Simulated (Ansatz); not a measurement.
A run of Ansatz 0.2.0 is set up as follows.

File input.yaml:

```yaml
crystal:
  lattice:
    - [3.00943415, 0.0, 0.0]
    - [-1.50471708, 2.60624643, 0.0]
    - [0.0, 0.0, 2.93705863]
  atoms:
    - { symbol: Ti, position: [0.0, 0.0, 0.0] }
    - { symbol: O, position: [0.6666666667, 0.3333333333, 0.5] }
hamiltonian:
  xc: r2scan
  pseudopotentials: { kind: paw }
kpoints:
  mp_grid: { grid: [6, 6, 5] }
  band_path:
    path:
      - [[0.0, 0.0, 0.0], [0.5, 0.0, 0.0], [0.3333333333, 0.3333333333, 0.0], [0.0, 0.0, 0.0], [0.0, 0.0, 0.5], [0.5, 0.0, 0.5], [0.3333333333, 0.3333333333, 0.5], [0.0, 0.0, 0.5]]
      - [[0.5, 0.0, 0.5], [0.5, 0.0, 0.0]]
      - [[0.3333333333, 0.3333333333, 0.0], [0.3333333333, 0.3333333333, 0.5]]
    npoints: 14
scf:
  occupations: { method: fermi_dirac, width: 0.05 }
  n_extra_bands: 6
output:
  forces: true
  stress: true
  eigenvalues: true
  fatbands: false
```

Potentials or basis: Ansatz PAW.

Run with:

```sh
$ ansatz run input.yaml --threads 2 --pin off --max-ram 5632MiB --backend cpu --events-out ev --progress --plain --runs-dir out
```

Estimate the pressure.

-31.0 GPa.

What does it give for the band gap on the k mesh?

None (metal or under the smearing width).

Levels at the corners of the path, in eV from the Fermi level:
| point | band 6 | band 7 | band 8 | band 9 | band 10 | band 11 | band 12 | band 13 |
| --- | --- | --- | --- | --- | --- | --- | --- | --- |
| Γ | -5.48 | -5.48 | -5.19 | -2.64 | 0.58 | 1.27 | 1.27 | 1.79 |
| M | -8.30 | -5.87 | -5.34 | -2.13 | 1.21 | 1.45 | 2.17 | 2.34 |
| K | -7.43 | -6.96 | -5.89 | -0.44 | 0.23 | 0.72 | 1.00 | 3.05 |
| Γ | -5.48 | -5.48 | -5.19 | -2.64 | 0.58 | 1.27 | 1.27 | 1.79 |
| A | -8.72 | -5.15 | -5.15 | -0.04 | -0.04 | 0.50 | 1.59 | 1.59 |
| L | -7.52 | -7.29 | -6.18 | -0.88 | 1.31 | 2.15 | 2.18 | 2.84 |
| H | -7.76 | -7.39 | -6.10 | -0.50 | 1.37 | 1.92 | 2.61 | 3.06 |
| A | -8.72 | -5.15 | -5.15 | -0.04 | -0.04 | 0.50 | 1.59 | 1.59 |
| L | -7.52 | -7.29 | -6.18 | -0.88 | 1.31 | 2.15 | 2.18 | 2.84 |
| M | -8.30 | -5.87 | -5.34 | -2.13 | 1.21 | 1.45 | 2.17 | 2.34 |
| K | -7.43 | -6.96 | -5.89 | -0.44 | 0.23 | 0.72 | 1.00 | 3.05 |
| H | -7.76 | -7.39 | -6.10 | -0.50 | 1.37 | 1.92 | 2.61 | 3.06 |

Caveat: the k mesh is coarse (spacing up to 0.43 Å⁻¹), so the values aren't converged; a pressure of tens of GPa on the cell as given is suspect, and the run, the potentials or the cell itself is likely at fault; semilocal functionals often make such compounds metallic where correlation or magnetic order opens a gap, which also shifts bond lengths; the PAW data sets come from PBE, with cores solved anew for the run's functional, which leaves a small shift of forces and pressure.
